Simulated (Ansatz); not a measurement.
# In: equation of state with PBEsol+D3(BJ)+ATM

Crystal: In.

```
In
1.0
    -1.62547    1.62547    2.47370
     1.62547   -1.62547    2.47370
     1.62547    1.62547   -2.47370
In
1
Direct
  0.00000 0.00000 0.00000
```

* Program: Ansatz 0.2.0
* Task: equation of state
* Functional: PBEsol
* Dispersion: D3(BJ)+ATM
* Potentials or basis: Ansatz PAW
* Cutoff: 400 eV
* Density cutoff: 1600 eV
* k mesh: 11 × 11 × 11
* Occupations: cold, width 0.15 eV
* Spin: spin-orbit coupling, no magnetisation

```yaml
Equilibrium_volume: "24.36 Å³/atom (rough: see the caveat)"
Bulk_modulus_at_fixed_shape_and_positions: 52 GPa (rough)
```

Energy against volume, from the lowest point:
```
volume (Å³/atom)  energy (meV/atom)
          24.575               0.00
          25.098               3.09
          25.621               9.21
          26.144              18.00
          26.666              29.11
          27.189              42.27
          27.712              57.20
```

Wall time 54 s on 2 threads of Arm Neoverse N1 (shared host), peak memory 0.57 GiB.

Caveat: the minimum lies outside the volumes run; the cell was scaled at fixed shape and fractional positions, which overstates the stiffness of a crystal with free parameters, most of all of layers and chains; the cutoff lies under the one recommended for these potentials; the thresholds are loose for stress.
